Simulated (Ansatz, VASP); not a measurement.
# Sn21H20 (Sn wire along [100], 21 atoms a period, H-terminated): VASP beside Ansatz

One calculation is typed for both programs; each brings its own data sets. How far apart do they land? The structure shown is the start of the Ansatz relaxation below; VASP solves that cell, so the two are compared at the walk's first step.

Calculated with Ansatz 0.2.0; plane waves, with VASP 6.6.1 beside it; single point at PBE.

## Step 1: The structure

The cell holds 41 atoms: 21 Sn and 20 H. Its edges and angles: a = 18.796 Å, b = 18.796 Å, c = 6.650 Å, α = 90.0°, β = 90.0°, γ = 90.0°. Vacuum lies along a and b. The structure's axis is c.

## Step 2: Ansatz: relaxation, PBE

Ansatz runs on its PAW soft_1 files.

The two programs are compared at the cell with which this relaxation starts, whose forces are those of its first step.

input.yaml

```yaml
crystal:
  lattice:
    - [18.796, 0.0, 0.0]
    - [0.0, 18.796, 0.0]
    - [0.0, 0.0, 6.65]
  atoms:
    - { symbol: Sn, position: [0.234643699, 0.58844238, 0.0] }
    - { symbol: Sn, position: [0.41154304, 0.41154304, 0.0] }
    - { symbol: Sn, position: [0.41154304, 0.76534172, 0.0] }
    - { symbol: Sn, position: [0.58844238, 0.234643699, 0.0] }
    - { symbol: Sn, position: [0.58844238, 0.58844238, 0.0] }
    - { symbol: Sn, position: [0.76534172, 0.41154304, 0.0] }
    - { symbol: H, position: [0.269339221, 0.269339221, 0.098065719] }
    - { symbol: H, position: [0.730646198, 0.730646198, 0.098065719] }
    - { symbol: H, position: [0.180889551, 0.534688232, 0.151934281] }
    - { symbol: H, position: [0.465297188, 0.819095868, 0.151934281] }
    - { symbol: H, position: [0.534688232, 0.180889551, 0.151934281] }
    - { symbol: H, position: [0.819095868, 0.465297188, 0.151934281] }
    - { symbol: Sn, position: [0.323093369, 0.323093369, 0.25] }
    - { symbol: Sn, position: [0.323093369, 0.67689205, 0.25] }
    - { symbol: Sn, position: [0.49999271, 0.49999271, 0.25] }
    - { symbol: Sn, position: [0.67689205, 0.323093369, 0.25] }
    - { symbol: Sn, position: [0.67689205, 0.67689205, 0.25] }
    - { symbol: H, position: [0.180889551, 0.465297188, 0.348065719] }
    - { symbol: H, position: [0.465297188, 0.180889551, 0.348065719] }
    - { symbol: H, position: [0.534688232, 0.819095868, 0.348065719] }
    - { symbol: H, position: [0.819095868, 0.534688232, 0.348065719] }
    - { symbol: H, position: [0.269339221, 0.730646198, 0.401934281] }
    - { symbol: H, position: [0.730646198, 0.269339221, 0.401934281] }
    - { symbol: Sn, position: [0.234643699, 0.41154304, 0.5] }
    - { symbol: Sn, position: [0.41154304, 0.234643699, 0.5] }
    - { symbol: Sn, position: [0.41154304, 0.58844238, 0.5] }
    - { symbol: Sn, position: [0.58844238, 0.41154304, 0.5] }
    - { symbol: Sn, position: [0.58844238, 0.76534172, 0.5] }
    - { symbol: Sn, position: [0.76534172, 0.58844238, 0.5] }
    - { symbol: H, position: [0.180889551, 0.357788891, 0.651934281] }
    - { symbol: H, position: [0.357788891, 0.180889551, 0.651934281] }
    - { symbol: H, position: [0.642196528, 0.819095868, 0.651934281] }
    - { symbol: H, position: [0.819095868, 0.642196528, 0.651934281] }
    - { symbol: Sn, position: [0.323093369, 0.49999271, 0.75] }
    - { symbol: Sn, position: [0.49999271, 0.323093369, 0.75] }
    - { symbol: Sn, position: [0.49999271, 0.67689205, 0.75] }
    - { symbol: Sn, position: [0.67689205, 0.49999271, 0.75] }
    - { symbol: H, position: [0.180889551, 0.642196528, 0.848065719] }
    - { symbol: H, position: [0.357788891, 0.819095868, 0.848065719] }
    - { symbol: H, position: [0.642196528, 0.180889551, 0.848065719] }
    - { symbol: H, position: [0.819095868, 0.357788891, 0.848065719] }
kpoints:
  mp_grid: { grid: [1, 1, 13] }
scf:
  occupations: { method: fermi_dirac, width: 0.05 }
hamiltonian:
  xc: pbe
  pseudopotentials: { kind: paw, azcp: { folder: soft_1 } }
relax:
  cell: { fix: [a, b, alpha, beta, gamma] }
  max_steps: 45
  f_tol: 0.03
```

Command:

```console
$ ansatz run input.yaml --threads 4 --pin off --max-ram 16384MiB --backend cpu --events-out ev --progress --plain --runs-dir out
```

Numbers of over 12 decimals in the logs are rounded to 6 here.

The log of the run:

```text
Engine: ansatz 0.2.0, aarch64-unknown-linux-gnu
Pseudopotentials: kind: paw
Pseudopotential: Sn, paw, valence charge 14, recommended cutoff 420 eV (normal), soft_1/Sn.paw.azcp
Pseudopotential: H, paw, valence charge 1, recommended cutoff 420 eV (normal), soft_1/H.paw.azcp
Functional definition: PBE
  parameter kappa = 0.804
  parameter beta = 0.066725
  exchange = pbe_x(kappa = kappa, mu = beta*pi^2/3)
  correlation = pbe_c(beta = beta)
Crystal: 41 atoms, lattice volume = 2349.376 Å³
Basis set: ecut = 420 eV, 45963 PW (Γ), exchange–correlation on 256×256×90 points (8 copies of the dense FFT grid, shifted against one another)
Bands: 198, of which v1, the nominal top of the filled ones, is band 157 counted from 1 (156 counted from 0)
Symmetry: 8 space group operations
Space group: P-42m (ITA 111), of the structure as read, at distance tolerance 1.3e-4 Å
k-points: 7 of 13
Non-local potential: Sn, projectors of the file, l = 0: 2, l = 1: 2, l = 2: 2, l = 3: 1
Non-local potential: H, projectors of the file, l = 0: 2, l = 1: 1
PAW form: soft (Blöchl's): semilocal exchange-correlation on the pseudo side does not see the compensation charge
PAW one-centre angular grid: Sn, 590 points (default); XC on 64 Gauss nodes
PAW one-centre angular grid: H, 110 points (default); XC on 64 Gauss nodes
Initial density: superposition of atomic densities (neutral atoms: chi_scale 0, normalization atom)
Initial wavefunctions: pseudopotential atomic-orbital guess
Functional: x = pbe(κ = 0.804, μ = 0.219515), c = pbe(β = 0.066725)
SCF iter   1: F=—  HF=-126824.270828 eV  |F-HF|=—  |Δ(HF+E_count)|=         —  Δρ=2.82e-2  dr2=1.98e1  ethr=3.10e-3  ⟨swp⟩=6.9  Hψ=6252  notcnv=0  defer=56
preconditioner: auto → Resta (q_TF=auto, 1.951 Å⁻¹)  ε∞=2.0  [insulator: Δε(μ)=1.230 eV  Ē_g=7.896 eV  σ=0.050 eV  W_gap=1.00  n_scr=304 (ndim 8)  ℏωp=7.8 eV  f_vac=0.532  D(μ)=0.00/eV (n_scr^D=0)  ε∞_Penn≈2.0  vacuum switching on, ρ_ref=4.5e-3 e/Å³]
SCF iter   2: F=—  HF=-126819.647903 eV  |F-HF|=—  |Δ(HF+E_count)|=    4.62e0  Δρ=1.07e-2  dr2=4.18e0  ethr=3.10e-3  ⟨swp⟩=3.1  Hψ=2011  notcnv=0  defer=217
SCF iter   3: F=—  HF=-126819.086289 eV  |F-HF|=—  |Δ(HF+E_count)|=   5.62e-1  Δρ=4.49e-3  dr2=2.39e0  ethr=1.33e-3  ⟨swp⟩=3.3  Hψ=1955  notcnv=0  defer=219
SCF iter   4: F=—  HF=-126818.737366 eV  |F-HF|=—  |Δ(HF+E_count)|=   3.49e-1  Δρ=1.40e-3  dr2=1.22e-1  ethr=7.62e-4  ⟨swp⟩=4.0  Hψ=1539  notcnv=0  defer=219
SCF iter   5: F=—  HF=-126818.738640 eV  |F-HF|=—  |Δ(HF+E_count)|=   1.27e-3  Δρ=5.11e-4  dr2=6.26e-3  ethr=3.90e-5  ⟨swp⟩=2.3  Hψ=2001  notcnv=0  defer=214
SCF iter   6: F=—  HF=-126818.743707 eV  |F-HF|=—  |Δ(HF+E_count)|=   5.07e-3  Δρ=1.29e-4  dr2=5.94e-4  ethr=1.99e-6  ⟨swp⟩=2.0  Hψ=1535  notcnv=0  defer=214
SCF iter   7: F=—  HF=-126818.744315 eV  |F-HF|=—  |Δ(HF+E_count)|=   6.08e-4  Δρ=3.55e-5  dr2=7.39e-5  ethr=1.89e-7  ⟨swp⟩=2.0  Hψ=2270  notcnv=0  defer=214
SCF iter   8: F=—  HF=-126818.743854 eV  |F-HF|=—  |Δ(HF+E_count)|=   4.61e-4  Δρ=1.25e-5  dr2=4.27e-6  ethr=2.35e-8  ⟨swp⟩=2.0  Hψ=2297  notcnv=0  defer=214
SCF iter   9: F=—  HF=-126818.743864 eV  |F-HF|=—  |Δ(HF+E_count)|=   1.03e-5  Δρ=3.70e-6  dr2=5.75e-7  ethr=1.36e-9  ⟨swp⟩=3.0  Hψ=2532  notcnv=0  defer=214
SCF iter  10: F=-126818.743865 eV  HF=-126818.743865 eV  |F-HF|=6.42e-9  |Δ(HF+E_count)|=   6.90e-7  Δρ=1.21e-6  dr2=7.52e-8  ethr=3.18e-11  ⟨swp⟩=5.4  Hψ=4991  notcnv=0
SCF 1 converged in 10 iterations: F = -126818.743865 eV  dr2 = 7.52e-8
  greatest PAW one-centre occupation: 0.991 electrons in one spin orbital (limit 2), on the Sn atom at site 28 (counted from 0), in its partial waves of l = 2
relax step   1: F+E_penalty+E_count = -126818.74386472 eV  Δ(F+E_penalty+E_count) = +0.000e0 eV  max|allowed force component| = 1.694e-1 eV/Å  Δτ_max = 0.0000 Å  P = -0.364 GPa  Ω = 2349.376 Å³  fix = [a, b, alpha, beta, gamma]  reactions: a -0.389, b -0.389 GPa  (10 SCF iters, dr2 threshold 1.00e-7 eV, accepted)
Crystal: 41 atoms, lattice volume = 2339.683 Å³
Basis set: ecut = 420 eV, 45747 PW (Γ), exchange–correlation on 256×256×90 points (8 copies of the dense FFT grid, shifted against one another)
Initial density: handed on by an earlier stage of this run
Initial wavefunctions: those handed on with the density
iter 1 solved again at ethr=2.28e-4 eV; its pass at ethr=3.10e-3 eV (dr2=7.16e-1 eV) is discarded
SCF iter   1: F=—  HF=-126818.735242 eV  |F-HF|=—  |Δ(HF+E_count)|=         —  Δρ=6.70e-3  dr2=7.25e-1  ethr=2.28e-4  ⟨swp⟩=5.6  Hψ=6269  notcnv=0  defer=3
preconditioner: auto → Resta (q_TF=auto, 1.952 Å⁻¹)  ε∞=1.5  [insulator: Δε(μ)=1.690 eV  Ē_g=19.003 eV  σ=0.050 eV  W_gap=1.00  n_scr=296 (ndim 8)  ℏωp=13.6 eV  f_vac=0.583  D(μ)=0.00/eV (n_scr^D=0)  ε∞_Penn≈1.5  vacuum switching on, ρ_ref=2.6e-2 e/Å³]
SCF iter   2: F=—  HF=-126818.633612 eV  |F-HF|=—  |Δ(HF+E_count)|=   1.02e-1  Δρ=3.30e-3  dr2=1.57e-1  ethr=2.28e-4  ⟨swp⟩=2.9  Hψ=1953  notcnv=0  defer=64
[...]
SCF iter   2: F=—  HF=-126819.018233 eV  |F-HF|=—  |Δ(HF+E_count)|=   6.56e-4  Δρ=9.40e-6  dr2=6.82e-8  ethr=6.65e-11  ⟨swp⟩=4.0  Hψ=3093  notcnv=0
SCF iter   3: F=—  HF=-126819.018673 eV  |F-HF|=—  |Δ(HF+E_count)|=   4.39e-4  Δρ=3.63e-6  dr2=3.32e-8  ethr=2.17e-11  ⟨swp⟩=4.0  Hψ=2928  notcnv=0
[...]
SCF converged after 6 iterations
Free energy (F): -126819.018789 eV
Harris-Foulkes:  -126819.018789 eV  (|F-HF|=2.43e-7)
Internal energy: -126819.018789 eV  (E = F + TS)
E sigma→0 (E₀):  -126819.018789 eV
Entropy (-TS):   -0.000000 eV (-0.000 meV/atom)
Fermi energy:    -0.580221 eV
--- Per-component energies (eV) ---
  E_band       = -5134.780916
  E_kinetic    = 3774.830740
  E_local      = -124417.517795  (includes V_loc(G=0)·N_el)
  E_nonlocal   = 3053.971520
  E_hartree    = 60588.932584
  E_xc         = -2795.605804
  E_vxc        = -1882.030799  (∫ρ·V_xc dr)
  E_paw        = -91789.238182  (= ΣΔE_a)
  E_vpaw       = -6841.888820  (= ΣTr[D̂ρ^β])
  E_aug_tail   = -0.011539  (compensation charges beyond the density's cutoff)
  E_ewald      = 24765.619686
  E_smearing   = -0.000000  (= −TS)
  E_closure    = -0.000000  (closes the sum)
  Σ components = -126819.018789   (vs F -126819.018789, Δ=0.00e0)
--- Forces (eV/Å), atoms counted from 1 ---
  atom   1  Sn    -0.02938402     0.00085322    -0.01207680
  atom   2  Sn    -0.00384141    -0.00384141    -0.01635459
  atom   3  Sn    -0.00085322     0.02938402    -0.01207680
  atom   4  Sn     0.00085322    -0.02938402    -0.01207680
  atom   5  Sn     0.00384141     0.00384141    -0.01635459
  atom   6  Sn     0.02938402    -0.00085322    -0.01207680
  atom   7  H      0.00081289     0.00081289    -0.00368659
  atom   8  H     -0.00081289    -0.00081289    -0.00368659
  atom   9  H      0.02136486     0.01974855    -0.01722212
  atom  10  H     -0.01974855    -0.02136486    -0.01722212
  atom  11  H      0.01974855     0.02136486    -0.01722212
  atom  12  H     -0.02136486    -0.01974855    -0.01722212
  atom  13  Sn    -0.01213774    -0.01213774     0.01217268
  atom  14  Sn    -0.01213774     0.01213774    -0.01217268
  atom  15  Sn     0.00000000     0.00000000     0.00000000
  atom  16  Sn     0.01213774    -0.01213774    -0.01217268
  atom  17  Sn     0.01213774     0.01213774     0.01217268
  atom  18  H      0.02136486    -0.01974855     0.01722212
  atom  19  H     -0.01974855     0.02136486     0.01722212
  atom  20  H      0.01974855    -0.02136486     0.01722212
  atom  21  H     -0.02136486     0.01974855     0.01722212
  atom  22  H      0.00081289    -0.00081289     0.00368659
  atom  23  H     -0.00081289     0.00081289     0.00368659
  atom  24  Sn    -0.02938402    -0.00085322     0.01207680
[...]
atom  34  Sn    -0.01407729     0.00000000     0.00000000
  atom  35  Sn    -0.00000000    -0.01407729     0.00000000
  atom  36  Sn     0.00000000     0.01407729    -0.00000000
  atom  37  Sn     0.01407729     0.00000000     0.00000000
  atom  38  H      0.01325207    -0.01861778     0.02145680
  atom  39  H      0.01861778    -0.01325207     0.02145680
  atom  40  H     -0.01861778     0.01325207     0.02145680
  atom  41  H     -0.01325207     0.01861778     0.02145680
  max |Σ_I F_I| component: 1.73e-17 eV/Å
--- Stress (GPa, compression-positive) ---
       -0.008686       0.000000       0.000000
        0.000000      -0.008686       0.000000
        0.000000       0.000000      -0.010627
  P = ⅓ Tr σ = -0.0093 GPa (-0.093 kbar)
--- Relaxed structure (7 steps of the walk, 6 accepted, 1 SCFs on fresh bases) ---
  F+E_penalty+E_count = -126819.01878936 eV   max|allowed force component| = 2.938e-2 eV/Å   (the final SCF, on the basis selected at the relaxed cell)
  cell:  # Å, volume = 2351.2118 Å³
    - [18.796, 0.0, 0.0]
    - [0.0, 18.796, 0]
    - [0.0, 0, 6.655196]
  atoms:
    - { symbol: Sn, position: [0.239064, 0.592379, -0.012481] }
    - { symbol: Sn, position: [0.412704, 0.412704, -0.000161935] }
    - { symbol: Sn, position: [0.407607, 0.760921, -0.012481] }
    - { symbol: Sn, position: [0.592379, 0.239064, -0.012481] }
    - { symbol: Sn, position: [0.587281, 0.587281, -0.000161935] }
    - { symbol: Sn, position: [0.760921, 0.407607, -0.012481] }
    - { symbol: H, position: [0.272028, 0.272028, 0.102752] }
    - { symbol: H, position: [0.727957, 0.727957, 0.102752] }
    - { symbol: H, position: [0.175288, 0.544172, 0.117601] }
    - { symbol: H, position: [0.455813, 0.824698, 0.117601] }
    - { symbol: H, position: [0.544172, 0.175288, 0.117601] }
    - { symbol: H, position: [0.824698, 0.455813, 0.117601] }
    - { symbol: Sn, position: [0.325859, 0.325859, 0.251736] }
    - { symbol: Sn, position: [0.325859, 0.674127, 0.248264] }
    - { symbol: Sn, position: [0.499993, 0.499993, 0.250000] }
    - { symbol: Sn, position: [0.674127, 0.325859, 0.248264] }
    - { symbol: Sn, position: [0.674127, 0.674127, 0.251736] }
    - { symbol: H, position: [0.175288, 0.455813, 0.382399] }
    - { symbol: H, position: [0.455813, 0.175288, 0.382399] }
    - { symbol: H, position: [0.544172, 0.824698, 0.382399] }
    - { symbol: H, position: [0.824698, 0.544172, 0.382399] }
    - { symbol: H, position: [0.272028, 0.727957, 0.397248] }
    - { symbol: H, position: [0.727957, 0.272028, 0.397248] }
    - { symbol: Sn, position: [0.239064, 0.407607, 0.512481] }
    - { symbol: Sn, position: [0.407607, 0.239064, 0.512481] }
    - { symbol: Sn, position: [0.412704, 0.587281, 0.500162] }
    - { symbol: Sn, position: [0.587281, 0.412704, 0.500162] }
    - { symbol: Sn, position: [0.592379, 0.760921, 0.512481] }
    - { symbol: Sn, position: [0.760921, 0.592379, 0.512481] }
    - { symbol: H, position: [0.193753, 0.350544, 0.673096] }
    - { symbol: H, position: [0.350544, 0.193753, 0.673096] }
    - { symbol: H, position: [0.649442, 0.806233, 0.673096] }
    - { symbol: H, position: [0.806233, 0.649442, 0.673096] }
    - { symbol: Sn, position: [0.324532, 0.499993, 0.75] }
    - { symbol: Sn, position: [0.499993, 0.324532, 0.75] }
    - { symbol: Sn, position: [0.499993, 0.675453, 0.75] }
    - { symbol: Sn, position: [0.675453, 0.499993, 0.75] }
    - { symbol: H, position: [0.193753, 0.649442, 0.826904] }
    - { symbol: H, position: [0.350544, 0.806233, 0.826904] }
    - { symbol: H, position: [0.649442, 0.193753, 0.826904] }
    - { symbol: H, position: [0.806233, 0.350544, 0.826904] }
```

The column dr2 measures how far the density is from self-consistency, as an energy; F and HF (Harris–Foulkes) agree once it is small.

(Part 1 of 2 ends here.)

[Lines on the potential files, build, host, timing and source positions are cut from VASP's logs without a mark.]

[Logs are printed without paths, hosts, clocks, repeated set-up lines and the standing remarks that a program may print on its own settings, such as how far it seeks lower states.]

[Hosts, paths, dates, database ids (printed as entryN), source tags and the programs' standing remarks are cut or masked in the printed files.]
